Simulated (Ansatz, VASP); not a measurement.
## CO2 in VASP and in Ansatz

INCAR

```
PREC = Accurate
ENCUT = 520
EDIFF = 1E-6
ISMEAR = 1
SIGMA = 0.1
LREAL = F
LASPH = T
NELM = 100
ALGO = Normal
ISIF = 2
LWAVE = F
LCHARG = T
GGA = CA
LELF = T
LVHAR = T
NBANDS = 25
```

Contents of KPOINTS:

```
Automatic mesh
0
Gamma
  5 5 3
```

Contents of POSCAR:

```
CO2
1.0
    2.6359110000     -2.3873780000      0.0000000000
    2.6359110000      2.3873780000      0.0000000000
    0.0000000000      0.0000000000      6.5871750000
C O
2 4
Direct
    0.0000000000      0.0000000000      0.0000000000
    0.5000000000      0.5000000000      0.5000000000
    0.8065090000      0.1934910000      0.8918430000
    0.1934910000      0.8065090000      0.1081570000
    0.6934910000      0.3065090000      0.3918430000
    0.3065090000      0.6934910000      0.6081570000
```

Input for Ansatz:

```yaml
crystal:
  lattice:
    - [2.635911, -2.387378, 0.0]
    - [2.635911, 2.387378, 0.0]
    - [0.0, 0.0, 6.587175]
  atoms:
    - { symbol: C, position: [0.0, 0.0, 0.0] }
    - { symbol: C, position: [0.5, 0.5, 0.5] }
    - { symbol: O, position: [0.806509, 0.19349100000000002, 0.891843] }
    - { symbol: O, position: [0.19349099999999997, 0.806509, 0.108157] }
    - { symbol: O, position: [0.693491, 0.306509, 0.391843] }
    - { symbol: O, position: [0.30650900000000003, 0.693491, 0.608157] }
basis:
  ecutwfc: 420.0
kpoints:
  mp_grid:
    grid: [5, 5, 3]
  band_path:
    path:
      - [0.0, 0.0, 0.0]
      - [0.0, 0.5, 0.0]
      - [0.0, 0.5, 0.5]
      - [0.0, 0.0, 0.5]
      - [0.5, 0.5, 0.5]
    npoints: 10
hamiltonian:
  xc: lda
scf:
  n_extra_bands: 10
  occupations:
    method: methfessel_paxton
```

The cell comes from a database or a generator and needn't be the stable form of this composition.

Alike in both runs: task single point; functional LDA; k mesh 5 × 5 × 3; no spin polarisation.

|  | VASP | Ansatz |
| --- | --- | --- |
| version | VASP 6.6.1 | Ansatz 0.2.0 |
| potentials or method | VASP PAW LDA potentials, release 64 (C, O) | plane waves, PAW |
| plane-wave cutoff (eV) | 520 | 420 |
| occupations | methfessel-paxton of order 1, width 0.1 eV | methfessel-paxton of order 1 |
| valence electrons in the cell | 32 | 32 |

Ansatz gave:

- gap on the k mesh at the Fermi level (eV): 6.38

Task: Estimate VASP's values.

Result: gap on the k mesh at the Fermi level (eV): 6.36.

Caveats: the standard files for N, O and F lose accuracy on very short bonds; an odd mesh through Γ misses points on the zone boundary, where band edges often lie. Expect the measured gap to be larger: semilocal functionals such as LDA lack the derivative discontinuity.
